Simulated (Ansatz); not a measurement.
**V in Ansatz: the effect of functional**

V:

```
V
1.0
     2.60429    0.00000    0.00000
    -1.30215    2.25538    0.00000
     0.00000    0.00000    4.72334
V
2
Direct
  0.33333 0.66667 0.25000
  0.66667 0.33333 0.75000
```

This isn't the form of V at room conditions, which is bcc.

Alike in all runs:

* Program: Ansatz 0.2.0
* Task: band structure
* Potentials or basis: all-electron LAPW, scalar-relativistic
* Basis error allowed: 0.001 eV/atom
* k mesh: 12 × 12 × 6
* Occupations: fermi-dirac, width 0.05 eV
* Spin: collinear spin, ferromagnetic start
* Starting moments: [2.0, 2.0] μB

```csv
functional,cutoff,pressure (GPa)
PBE,262 eV (chosen from the basis error),?
LDA,261 eV (chosen from the basis error),-12.9
PBEsol,262 eV (chosen from the basis error),-7.2
```

**Question.** What does the run with functional PBE give?

**Answer.** Pressure -0.6 GPa.

Caveats: the starting moments weren't kept.
